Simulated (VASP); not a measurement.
# InAs (Fm-3m) in VASP: notebook

The runs below take InAs through single point, with HSE06.

All numbers are computed with VASP 6.6.1; they aren't measurements. Logs are shortened: lines on timing, memory, paths and dates and some standing lists are left out, and cuts for length are marked.

## Step 1: The structure

The structure is cubic, space group Fm-3m (No. 225). The conventional cell has a = 5.755 Å, b = 5.755 Å, c = 5.755 Å, α = 90.00°, β = 90.00°, γ = 90.00°. In (site symmetry m-3m) has 6 As at 2.88 Å as nearest neighbours. Around As (site symmetry m-3m) lie 6 In at 2.88 Å.

Measurements of this composition are mostly on another form, of space group No. 216.

## Step 2: Single point, HSE06

POSCAR

```
InAs
1.0
    0.0000000000      2.8773040000      2.8773040000
    2.8773040000      0.0000000000      2.8773040000
    2.8773040000      2.8773040000      0.0000000000
In As
1 1
Direct
    0.5000000000      0.5000000000      0.5000000000
    0.0000000000      0.0000000000      0.0000000000
```

INCAR.step1

```
SYSTEM = InAs
PREC = Accurate
ENCUT = 250
EDIFF = 1E-5
ISMEAR = 0
SIGMA = 0.01
LREAL = .False.
LASPH = .True.
NELM = 100
ALGO = Normal
ISIF = 2
LWAVE = .True.
NBANDS = 17
NKRED = 1
GGA = PE
```

INCAR.step2

```
SYSTEM = InAs
PREC = Accurate
ENCUT = 250
EDIFF = 1E-6
ISMEAR = 0
SIGMA = 0.01
LREAL = .False.
LASPH = .True.
NELM = 100
ALGO = Normal
ISIF = 2
LWAVE = .False.
LCHARG = .False.
GGA = PE
LHFCALC = .True.
HFSCREEN = 0.2
PRECFOCK = Fast
NBANDS = 17
NKRED = 1
ISTART = 1
```

KPOINTS

```
Automatic mesh
0
Gamma
  4 4 4
  0 0 0
```

Potentials or basis: VASP PAW PBE potentials, release 64 (In_d, As).

On the command line:

```
$ cat potpaw_PBE.64/In_d/POTCAR potpaw_PBE.64/As/POTCAR > POTCAR
$ cp INCAR.step1 INCAR
$ mpirun -np 1 vasp_std > vasp.out
$ cp INCAR.step2 INCAR
$ mpirun -np 1 vasp_std > vasp.out
```

OUTCAR:

```text
SYSTEM = InAs
   PREC = Accurate
   ENCUT = 250
   EDIFF = 1E-6
   ISMEAR = 0
   LREAL = .False.
   LASPH = .True.
   NELM = 100
   ISIF = 2
   GGA = PE
   LHFCALC = .True.
   HFSCREEN = 0.2
   PRECFOCK = Fast
   NKRED = 1
   ISTART = 1

 Found      8 irreducible k-points:

 Following reciprocal coordinates:
            Coordinates               Weight
  0.000000  0.000000  0.000000      1.000000
  0.250000  0.000000  0.000000      8.000000
  0.500000  0.000000  0.000000      4.000000
  0.250000  0.250000  0.000000      6.000000
  0.500000  0.250000  0.000000     24.000000
 -0.250000  0.250000  0.000000     12.000000
   k-points           NKPTS =      8   k-points in BZ     NKDIM =     64   number of bands    NBANDS=     17
   number of dos      NEDOS =    301   number of ions     NIONS =      2
   total plane-waves  NPLWV =  13824
   dimension x,y,z NGX =    24 NGY =   24 NGZ =   24
   dimension x,y,z NGXF=    48 NGYF=   48 NGZF=   48
   ions per type =               1   1
   NGX,Y,Z   is equivalent  to a cutoff of   9.81,  9.81,  9.81 a.u.
   NGXF,Y,Z  is equivalent  to a cutoff of  19.61, 19.61, 19.61 a.u.
 SYSTEM =  InAs
   PREC   = accura    normal or accurate (medium, high low for compatibility)
   ISTART =      1    job   : 0-new  1-cont  2-samecut
   ICHARG =      0    charge: 1-file 2-atom 10-const
   ISPIN  =      1    spin polarized calculation?
   LNONCOLLINEAR =      F non collinear calculations
   LSORBIT =      F    spin-orbit coupling
   LASPH  =      T    aspherical Exc in radial PAW
   ENCUT  =  250.0 eV  18.37 Ry    4.29 a.u.   5.25  5.25  5.25*2*pi/ulx,y,z
   NELM   =    100;   NELMIN=  2; NELMDL=  0     # of ELM steps
   EDIFF  = 0.1E-05   stopping-criterion for ELM
   LREAL  =      F    real-space projection
   EDIFFG = 0.1E-04   stopping-criterion for IOM
   NSW    =      0    number of steps for IOM
   IBRION =     -1    ionic relax: 0-MD 1-quasi-New 2-CG
   NFREE  =      0    steps in history (QN), initial steepest desc. (CG)
   ISIF   =      2    stress and relaxation
   ISYM   =      3    0-nonsym 1-usesym 2-fastsym
   POTIM  = 0.5000    time-step for ionic-motion
   TEBEG  =    0.0;   TEEND  =   0.0 temperature during run
   PSTRESS=    0.0 pullay stress
   NELECT =      18.0000    total number of electrons
   NUPDOWN=      -1.0000    fix difference up-down
   EMIN   =  10.00;   EMAX   =-10.00  energy-range for DOS
   EFERMI =   0.00;   METHOD = LEGACY
   ISMEAR =     0;   SIGMA  =   0.01  broadening in eV -4-tet -1-fermi 0-gaus
   EFERMI_NEDOS =   21; number of points for ismear=-14 and -15
   IALGO  =     38    algorithm
   IMIX   =      1    mixing-type and parameters
     AMIX     =   0.40;   BMIX     =  1.00
     AMIX_MAG =   1.60;   BMIX_MAG =  1.00
  volume/ion in A,a.u.               =      23.82       160.75
  Fermi-wavevector in a.u.,A,eV,Ry     =   1.183505  2.236499 19.057448  1.400683
  Thomas-Fermi vector in A             =   2.319738
   LORBIT       =      0    0 simple, 1 ext, 2 COOP (PROOUT), +10 PAW based schemes
   GGA     = PE    functional components
   LHFCALC =     T    Hartree Fock is set to
   PRECFOCK=fast      Normal, Fast or Accurate (Low or Medium for compatibility)
   ENCUT4O =  -1.0   cutoff for four orbital integrals eV
   NKREDX  =     1    reduce k-point grid by
   NKREDY  =     1    reduce k-point grid by
   NKREDZ  =     1    reduce k-point grid by
   AEXX    =    0.2500 exact exchange contribution
   HFSCREEN=    0.2000 screening length (either q_TF or 0.3 A-1)
   HFSCREENC=   0.2000 screening length for correlation (either q_TF or 0.3 A-1)
   ENCUTFOCK=  -1.0 apply spherical cutoff to Coloumb kernel
   IVDW    =     0    specifies the selected vdW correction
   LEPSILON=     F    determine dielectric tensor
   LRPA    =     F    only Hartree local field effects (RPA)
 non-spin polarized calculation
 Gauss-broadening in eV      SIGMA  =   0.01
  energy-cutoff  :      250.00
  volume of cell :       47.64
 maximum number of plane-waves:       444
 NGX is ok and might be reduce to    24
  NGX = 12; NGY = 12; NGZ = 12

 number of electron      17.9999987 magnetization

 Free energy of the ion-electron system (eV)
  ---------------------------------------------------
  ext. energy  EPLUGINS =         0.00000000
  ---------------------------------------------------
  free energy    TOTEN  =        -8.36817211 eV

  energy without entropy =       -8.36817211  energy(sigma->0) =       -8.36817211

 E-fermi :   5.9199     XC(G=0):  -8.3512

 val. band max:        5.8753104071   @ k =   0.5000   0.0000   0.0000
 cond. band min:       5.9690932256   @ k =   0.5000   0.0000   0.0000
 fundamental gap:      0.0937828186
 Fermi energy:         5.9199106622

 k-point     1 :       0.0000    0.0000    0.0000
  band No.  band energies     occupation
      1     -10.7672      2.00000
      2     -10.7638      2.00000
      3     -10.7413      2.00000
      4     -10.7411      2.00000
      5     -10.7408      2.00000
      6      -7.6838      2.00000
[... 9 lines left out ...]
     16      14.1214      0.00000
     17      15.2283      0.00000

 k-point     2 :       0.2500    0.0000    0.0000
  band No.  band energies     occupation
      1     -10.7911      2.00000
      2     -10.7877      2.00000
      3     -10.7422      2.00000
      4     -10.7161      2.00000
      5     -10.7159      2.00000
      6      -6.9505      2.00000
[... 9 lines left out ...]
     16      15.1921      0.00000
     17      19.8557      0.00000

 k-point     3 :       0.5000    0.0000    0.0000
  band No.  band energies     occupation
      1     -10.8170      2.00000
      2     -10.8138      2.00000
      3     -10.7454      2.00000
      4     -10.6883      2.00000
      5     -10.6880      2.00000
      6      -5.7561      2.00000
[... 9 lines left out ...]
     16      18.4966      0.00000
     17      19.5705      0.00000

 k-point     4 :       0.2500    0.2500    0.0000
  band No.  band energies     occupation
      1     -10.8622      2.00000
      2     -10.7584      2.00000
      3     -10.7497      2.00000
      4     -10.7052      2.00000
      5     -10.7049      2.00000
      6      -6.6465      2.00000
[... 9 lines left out ...]
     16      17.9331      0.00000
     17      17.9338      0.00000

 k-point     5 :       0.5000    0.2500    0.0000
  band No.  band energies     occupation
      1     -10.9073      2.00000
      2     -10.7726      2.00000
      3     -10.7471      2.00000
      4     -10.6953      2.00000
      5     -10.6792      2.00000
      6      -5.3642      2.00000
[... 9 lines left out ...]
     16      18.9917      0.00000
     17      20.3757      0.00000

 k-point     6 :      -0.2500    0.2500    0.0000
  band No.  band energies     occupation
      1     -10.8397      2.00000
      2     -10.8020      2.00000
      3     -10.7274      2.00000
      4     -10.7097      2.00000
      5     -10.7010      2.00000
      6      -5.8659      2.00000
[... 9 lines left out ...]
     16      18.0756      0.00000
     17      19.4170      0.00000

 [... further k-points ...]

------------------------ aborting loop because EDIFF is reached ----------------------------------------

  FORCE on cell =-STRESS in cart. coord.  units (eV):
  Direction    XX          YY          ZZ          XY          YZ          ZX
  --------------------------------------------------------------------------------------
  -------------------------------------------------------------------------------------
  Total       -0.7105372     -0.7105372     -0.7105372      0.0000000      0.0000000     -0.0000000
  in kB      -23.8951713    -23.8951713    -23.8951713      0.0000000      0.0000000     -0.0000000
  external PRESSURE =     -23.8951713 kB  Pullay stress =       0.0000000 kB

 VOLUME and BASIS-vectors are now :
 -----------------------------------------------------------------------------
  energy-cutoff  :      250.00
  volume of cell :       47.64
      direct lattice vectors                 reciprocal lattice vectors
     0.000000000  2.877304000  2.877304000    -0.173773783  0.173773783  0.173773783
     2.877304000  0.000000000  2.877304000     0.173773783 -0.173773783  0.173773783
     2.877304000  2.877304000  0.000000000     0.173773783  0.173773783 -0.173773783

 POSITION                                       TOTAL-FORCE (eV/Angst)
 -----------------------------------------------------------------------------------
      2.87730      2.87730      2.87730        -0.000000     -0.000000      0.000000
      0.00000      0.00000      0.00000         0.000000      0.000000      0.000000
 -----------------------------------------------------------------------------------
    total drift:                                0.000000      0.000001     -0.000001

  FREE ENERGIE OF THE ION-ELECTRON SYSTEM (eV)
  ---------------------------------------------------
  free  energy   TOTEN  =        -8.3681721078 eV

  energy  without entropy=       -8.3681721078  energy(sigma->0) =       -8.36817211
```

Wall time 3.6 min (1 thread of Intel Xeon 6975P-C (Granite Rapids), shared host); peak memory 0.24 GiB.

The run converged, but some of its settings lie outside the range that counts as converged, so its numbers aren't taken as properties of the crystal.

Results:

```
Free energy            : -8.3682 eV
Band gap on the k mesh : none (metal or under the smearing width)
```

Caveat: the k mesh is coarse (spacing up to 0.47 Å⁻¹), so the values aren't converged, least of all with exact exchange; the cutoff is under 1.25 times the usual one of these potentials, so pressure, stress and relaxed cells hold a basis-set (Pulay) error; the PAW data sets were made with another functional, which shifts forces and pressure a little.

## Step 3: Single point, HSE06

POSCAR is that of step 2.

INCAR.step1, as its differences from that of step 2:

```diff
@@ -2,3 +2,3 @@
 PREC = Accurate
-ENCUT = 250
+ENCUT = 350
 EDIFF = 1E-5
@@ -13,3 +13,3 @@
 NBANDS = 17
-NKRED = 1
+NKRED = 2
 GGA = PE
```

INCAR.step2, as its differences from that of step 2:

```diff
@@ -2,3 +2,3 @@
 PREC = Accurate
-ENCUT = 250
+ENCUT = 350
 EDIFF = 1E-6
@@ -18,3 +18,3 @@
 NBANDS = 17
-NKRED = 1
+NKRED = 2
 ISTART = 1
```

KPOINTS is that of step 2.

Potentials or basis: VASP PAW PBE potentials, release 64 (In_d, As).

On the command line:

```
$ cat potpaw_PBE.64/In_d/POTCAR potpaw_PBE.64/As/POTCAR > POTCAR
$ cp INCAR.step1 INCAR
$ mpirun -np 1 vasp_std > vasp.out
$ cp INCAR.step2 INCAR
$ mpirun -np 1 vasp_std > vasp.out
```

It took 26 s on 1 thread of Intel Xeon 6975P-C (Granite Rapids), shared host; peak memory 0.25 GiB.

These settings aren't checked as converged: the numbers below hold their error.

Results:

```yaml
Free_energy: -8.7170 eV
Pressure: -3.3 GPa
Band_gap_on_the_k_mesh: none (metal or under the smearing width)
```

Caveat: the k mesh is coarse (spacing up to 0.47 Å⁻¹), so the values aren't converged, least of all with exact exchange; the PAW data sets were made with another functional, which shifts forces and pressure a little.

## Step 4: Single point, HSE06

POSCAR is that of step 3.

INCAR.step1, as its differences from that of step 3:

```diff
@@ -13,3 +13,3 @@
 NBANDS = 17
-NKRED = 2
+NKRED = 1
 GGA = PE
```

INCAR.step2, as its differences from that of step 3:

```diff
@@ -16,5 +16,5 @@
 HFSCREEN = 0.2
-PRECFOCK = Fast
+PRECFOCK = Normal
 NBANDS = 17
-NKRED = 2
+NKRED = 1
 ISTART = 1
```

KPOINTS is that of step 3.

On the command line:

```
$ cat potpaw_PBE.64/In_d/POTCAR potpaw_PBE.64/As/POTCAR > POTCAR
$ cp INCAR.step1 INCAR
$ mpirun -np 1 vasp_std > vasp.out
$ cp INCAR.step2 INCAR
$ mpirun -np 1 vasp_std > vasp.out
```

Wall time 20 min (1 thread of Intel Xeon 6975P-C (Granite Rapids), shared host); peak memory 0.25 GiB.

The run converged, but some of its settings lie outside the range that counts as converged, so its numbers aren't taken as properties of the crystal.

Results:

```
Free energy            : -8.3786 eV
Pressure               : -2.5 GPa
Band gap on the k mesh : none (metal or under the smearing width)
```

Caveat: the k mesh is coarse (spacing up to 0.47 Å⁻¹), so the values aren't converged, least of all with exact exchange; the PAW data sets were made with another functional, which shifts forces and pressure a little.

[end of part 1 of 2]
